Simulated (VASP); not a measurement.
Tl: single point with PBEsol

The system is Tl, a slab with vacuum.

```
Tl
1.0
     3.85071    0.00000    0.00000
     0.00000    3.85071    0.00000
     0.00000    0.00000   22.77607
Tl
4
Direct
  0.50000 0.50000 0.37320
  0.00000 0.00000 0.45773
  0.50000 0.50000 0.54182
  0.00000 0.00000 0.62042
```

The cell isn't the ideal one: clean slab, lower half held.

```json
{"Program": "VASP 6.6.1", "Task": "single point", "Functional": "PBEsol", "Potentials or basis": "VASP PAW PBE potentials, release 64 (Tl_d)", "Cutoff": "520 eV", "k mesh": "8 × 8 × 1", "Occupations": "gaussian, width 0.1 eV", "Spin": "no spin polarisation"}
```

* Largest force: 0.222 eV/Å
* Band gap on the k mesh: none (metal or under the smearing width)

Forces on the atoms (eV/Å):
```
Tl   0.000  0.000  0.208
Tl   0.000  0.000 -0.222
Tl   0.000  0.000  0.004
Tl   0.000  0.000  0.010
```

Levels at points of the mesh, in eV from the Fermi level:
```
           k point  band 23  band 24  band 25  band 26  band 27  band 28  band 29  band 30
(0.00, 0.00, 0.00)    -5.69    -3.07     0.94     1.50     1.97     1.97     3.22     3.71
(0.50, 0.00, 0.00)    -5.55    -5.46    -1.65    -1.59     1.06     1.14     4.07     4.15
(0.50, 0.50, 0.00)    -4.37    -4.31    -2.21    -2.21    -0.46    -0.46     1.66     1.68
```

It took 3 min on 1 thread of Intel(R) Xeon(R) 6975P-C (Granite Rapids), with other jobs on the host, peak memory 0.46 GiB.

Caveat: the PAW data sets were made with another functional, which shifts forces and pressure a little. The run has no spin-orbit coupling, so splittings on Tl are missing.
